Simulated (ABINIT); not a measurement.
Runs of ABINIT 10.8.3 (patched build) on ZrC. It takes space group P6_3/mmc (No. 194, hexagonal). Conventional cell: a = 3.391 Å, b = 3.391 Å, c = 5.290 Å, α = 90.00°, β = 90.00°, γ = 120.00°. Zr (site symmetry -6m2) is surrounded by 6 C at 2.36 Å. C (site symmetry -3m) has 6 Zr at 2.36 Å and 2 C at 2.65 Å as nearest neighbours. The cell comes from a database or a generator and needn't be the stable form of this composition.

```tsv
task	level	potentials or basis	cell	k mesh	cutoff (eV)	bands in the sums	broadening (eV)	scissor shift (eV)	tensor components	cell freedom (optcell)	gap on the mesh (eV)	pressure (GPa)
optical spectrum	PBEsol	PseudoDojo NC SR PBEsol v0.4.1 standard	as given	10 × 10 × 6, shifted	1007	22	0.05	0	[11, 33]	-	-	-7.9
single point	LDA-Teter	PseudoDojo NC SR LDA v0.4.1 standard	as given	7 × 7 × 4	1116	-	-	-	-	-	none	-11.4
single point	PBEsol	PseudoDojo NC SR PBEsol v0.4.1 standard	as given	7 × 7 × 4	1007	-	-	-	-	-	none	(a)
relaxation of cell and atoms	LDA	PseudoDojo NC SR LDA v0.4.1 standard	relaxed	7 × 7 × 4	1116	-	-	-	-	2	none	0.0
```

Alike in all rows: no spin polarisation; smearing fermi-dirac 0.05 eV.

Q: Fill in the values left out.

A: (a) -7.8.

Caveats: the intraband (Drude) term is left out (some runs); spectra need much finer meshes, so this one isn't converged (some runs).

A k mesh can miss the band edges, and the runs leave out spin-orbit coupling on Zr.

A gap of «none» marks a metal or a gap under the smearing width.

Not every run made on this cell is shown here.
